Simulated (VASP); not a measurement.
NaCl:

```xyz
2
Lattice="3.5065 0.0000 0.0000 0.0000 3.5065 0.0000 0.0000 0.0000 3.5065" Properties=species:S:1:pos:R:3 pbc="T T T"
Na    0.0000    0.0000    0.0000
Cl    1.7532    1.7532    1.7532
```

The cell was built by a generator and needn't be a form met in nature.

| Quantity | Value |
| --- | --- |
| Program | VASP 6.6.1 |
| Task | relaxation of cell and atoms |
| Functional | LDA |
| Potentials or basis | VASP PAW LDA potentials, release 64 (Na_pv, Cl) |
| Cutoff | 600 eV |
| k mesh | 6 × 6 × 6 |
| Occupations | fermi-dirac, width 0.02 eV |
| Spin | no spin polarisation |

At the start: pressure -3.1 GPa; volume 21.56 Å³/atom.

**Question.** How do energy, volume and symmetry change on relaxing?

**Answer.** Over 4 steps the energy falls by 26.8 meV/atom and the volume is 19.12 Å³/atom (-11.3 %); space group Pm-3m (No. 221, to 0.05 Å).

The path:
```
step  energy change (eV)  largest force (eV/Å)  pressure (GPa)  volume (Å³)
   1              0.0000                0.0000           -3.12        43.11
   2             -0.0402                0.0000           -1.74        40.55
   3             -0.0529                0.0000           -0.43        38.77
   4             -0.0537                0.0000            0.01        38.23
```

Final structure:
```
Na Cl
1.0
     3.36875    0.00000    0.00000
     0.00000    3.36875    0.00000
     0.00000    0.00000    3.36875
Na Cl
1 1
Direct
  0.00000 0.00000 0.00000
  0.50000 0.50000 0.50000
```
